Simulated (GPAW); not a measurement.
A run of GPAW 26.7.0 is set up as follows.

Contents of run.py:

```python
from ase import Atoms
from ase.dft.bandgap import bandgap
from ase.io import write
from ase.units import Bohr, GPa
from gpaw import GPAW, PW
from gpaw.elf import elf_from_dft_calculation

atoms = Atoms(['Bi'],
              cell=[[-1.9814305318, 1.9814305318, 1.9814305318],
                    [1.9814305318, -1.9814305318, 1.9814305318],
                    [1.9814305318, 1.9814305318, -1.9814305318]],
              scaled_positions=[[0.0, 0.0, 0.0]],
              pbc=True)

calc = GPAW(mode=PW(600),
            xc='LDA',
            kpts={'size': (9, 9, 9), 'gamma': True},
            occupations={'name': 'methfessel-paxton', 'order': 0, 'width': 0.05},
            nbands=15,
            convergence={'density': 1e-05, 'energy': 1e-05},
            maxiter=150,
            txt='gpaw.txt')
atoms.calc = calc
energy = atoms.get_potential_energy()
forces = atoms.get_forces()
stress = atoms.get_stress()
calc.write('gs.gpw')
write('result.traj', atoms)
print(f'Energy: {energy:.6f} eV')
print('Forces (eV/A):')
print(forces.round(4))
print('Stress (GPa):', (stress / GPa).round(3))
print('Fermi level:', round(calc.get_fermi_level(), 4), 'eV')
print(f'Gap: {bandgap(calc)[0]:.4f} eV, direct: {bandgap(calc, direct=True)[0]:.4f} eV')

# fields on the real-space grid
write('density.cube', atoms, data=calc.get_pseudo_density() * Bohr**3)
write('potential.cube', atoms, data=calc.get_electrostatic_potential())
write('elf.cube', atoms, data=elf_from_dft_calculation(calc).data)
```

Potentials or basis: the program's PAW data sets (release 1.2.1) made for this functional, pw.

Run with:

```console
$ OMP_NUM_THREADS=1 python run.py
```

(1) Estimate the pressure.

(2) What does it give for the band gap on the k mesh?

## Answers

(1) -3.4 GPa.

(2) none (metal or under the smearing width).

Caveat: spin-orbit coupling is left out, which moves the levels of the heavy elements.
